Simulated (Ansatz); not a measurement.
Space group R-3m:H (No. 166). a = 3.922 Å, b = 3.922 Å, c = 6.066 Å, α = 90.00°, β = 90.00°, γ = 120.00°
| atom | site | symmetry | x | y | z |
| --- | --- | --- | --- | --- | --- |
| Hg | 3a | -3m | 0.0000 | 0.0000 | 0.0000 |

Equation of state of this Hg structure (not necessarily the ground state), with shape and atoms relaxed at each volume where symmetry leaves them free. It has no gap at any of these volumes. All numbers below come from DFT r2SCAN, scalar-relativistic, plane waves, PAW in Ansatz.

Cutoff 500 eV; k points 12×12×12 on the computed 1-atom cell (Γ-centred); Gaussian smearing, width 0.10 eV; no spin polarisation.

```csv
V (Å³/atom),E − E(largest V) (meV/atom),P (GPa)
25.317,-1.95,0.99
26.125,-3.41,0.91
26.933,-5.83,0.02
27.741,-4.06,-0.60
28.549,0.00,-1.08
```

Q: Fit a third-order Birch–Murnaghan equation to E(V).

A: V0 = 27.13 Å³/atom, B0 = 18 GPa, B0' = -19.5. B0' is unusual or poorly fixed by this range.

Spin-orbit coupling is left out, which matters for the bands of heavy elements.

Cost: 5 runs of about 4 core-minutes in all, on Arm Neoverse V1 (shared hosts).